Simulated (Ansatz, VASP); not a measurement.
## CuAu: VASP beside Ansatz

The input INCAR:

```
SYSTEM = CuAu
PREC = Accurate
ENCUT = 520
EDIFF = 1E-7
ISMEAR = 0
SIGMA = 0.15
LREAL = .FALSE.
LASPH = .TRUE.
NELM = 80
ALGO = Fast
ISIF = 2
LWAVE = .FALSE.
LCHARG = .TRUE.
GGA = PS
LELF = .TRUE.
LVHAR = .TRUE.
NBANDS = 18
```

Contents of KPOINTS:

```
regular mesh
0
G
  18 18 14
  0 0 0
```

Contents of POSCAR:

```
CuAu
1.0
    2.8000000000      0.0000000000      0.0000000000
    0.0000000000      2.8000000000      0.0000000000
    0.0000000000      0.0000000000      3.6700000000
Cu Au
1 1
Direct
    0.5000000000      0.5000000000      0.5000000000
    0.0000000000      0.0000000000     -0.0817438692
```

Input for Ansatz:

```yaml
crystal:
  lattice:
    - [2.8, 0.0, 0.0]
    - [0.0, 2.8, 0.0]
    - [0.0, 0.0, 3.67]
  atoms:
    - { symbol: Cu, position: [0.5, 0.5, 0.5] }
    - { symbol: Au, position: [0.0, 0.0, -0.0817438692] }
basis:
  ecutwfc: 420
kpoints:
  mp_grid: { grid: [18, 18, 14] }
hamiltonian:
  xc: pbesol
scf:
  occupations: { method: gaussian, width: 0.15 }
output:
  forces: true
  stress: true
  eigenvalues: true
  write_density: true
  write_potential: true
  elf: true
  volumetric_format: npy
```

Alike in both runs: task single point; functional PBEsol; k mesh 18 × 18 × 14; occupations gaussian, width 0.15 eV; no spin polarisation.

|  | VASP | Ansatz |
| --- | --- | --- |
| version | VASP 6.6.1 | Ansatz 0.2.0 |
| potentials or method | VASP PAW PBE potentials, release 64 (Cu, Au) | scalar-relativistic, plane waves, PAW |
| plane-wave cutoff (eV) | 520 | 420 |
| valence electrons in the cell | 22 | 38 |

Ansatz gave:

- gap on the k mesh at the Fermi level (eV): none
- pressure (GPa): 6.4
- largest component of the traceless stress (GPa): 2.40
- rms of the force components (eV/Å): 1.246

Q: Estimate VASP's values.

A: gap on the k mesh at the Fermi level (eV): none; pressure (GPa): 6.7; largest component of the traceless stress (GPa): 2.36; rms of the force components (eV/Å): 1.248.

Atom by atom the forces differ by 0.001 eV/Å (rms over components). A gap of «none» marks a metal or a gap that the smearing closes. The two sets of potentials don't hold the same shells in valence.

Caveats: the PAW data sets were made with another functional, which shifts forces and pressure a little (VASP). Spin-orbit coupling is left out, which matters for the levels of Au.
